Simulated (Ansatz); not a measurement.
# CdSe (rocksalt type): the cost of one run

Computed with Ansatz 0.2.0 (DFT, PBE, PAW with Ansatz's default frozen-core files, scalar-relativistic, unless a step's input says otherwise).

### 1 The starting structure

It takes space group Fm-3m (No. 225, cubic). The conventional cell has a = 5.379 Å, b = 5.379 Å, c = 5.379 Å, α = 90.00°, β = 90.00°, γ = 90.00°. Cd (site symmetry m-3m) is surrounded by 6 Se at 2.69 Å. Se (site symmetry m-3m) is surrounded by 6 Cd at 2.69 Å.

Structure file:

```cif
data_structure
_symmetry_space_group_name_H-M 'Fm-3m'
_symmetry_Int_Tables_number 225
_cell_length_a 5.3786
_cell_length_b 5.3786
_cell_length_c 5.3786
_cell_angle_alpha 90.000
_cell_angle_beta 90.000
_cell_angle_gamma 90.000
_cell_volume 155.60
loop_
_atom_site_label
_atom_site_type_symbol
_atom_site_symmetry_multiplicity
_atom_site_Wyckoff_symbol
_atom_site_fract_x
_atom_site_fract_y
_atom_site_fract_z
_atom_site_occupancy
Cd1 Cd 4 a 0.00000 0.00000 0.00000 1
Se1 Se 4 b 0.50000 0.00000 0.00000 1
```

The file gives the conventional cell by its symmetry; the runs use the cell typed in the input.

Atoms are numbered in the order of the input: Cd1, Se2.

### 2 Cell relaxed at zero pressure, PAW

The input, input.yaml:

```yaml
crystal:
  lattice:
    - [0.0, 2.6892810254, 2.6892810254]
    - [2.6892810254, 0.0, 2.6892810254]
    - [2.6892810254, 2.6892810254, 0.0]
  atoms:
    - { symbol: Cd, position: [0.0, 0.0, 0.0] }
    - { symbol: Se, position: [0.5, 0.5, 0.5] }
kpoints:
  mp_grid: { grid: [13, 13, 13] }
scf:
  occupations: { method: fermi_dirac, width: 0.05 }
hamiltonian:
  xc: pbe
  pseudopotentials: { kind: paw }
output:
  forces: true
  stress: true
relax:
  f_tol: 0.005
  max_steps: 40
  cell: {}
```

Started as:

```bash
> ansatz run input.yaml --threads 1 --pin off --max-ram 3584MiB --backend cpu --events-out ev --progress --plain --runs-dir out
```

**Question.** How long does this run take on 1 thread of Intel Xeon Platinum 8259CL at 2.50GHz (Skylake/Cascade Lake), shared host, and how much memory does it need?

About 19 s, with a peak of 0.44 GiB.
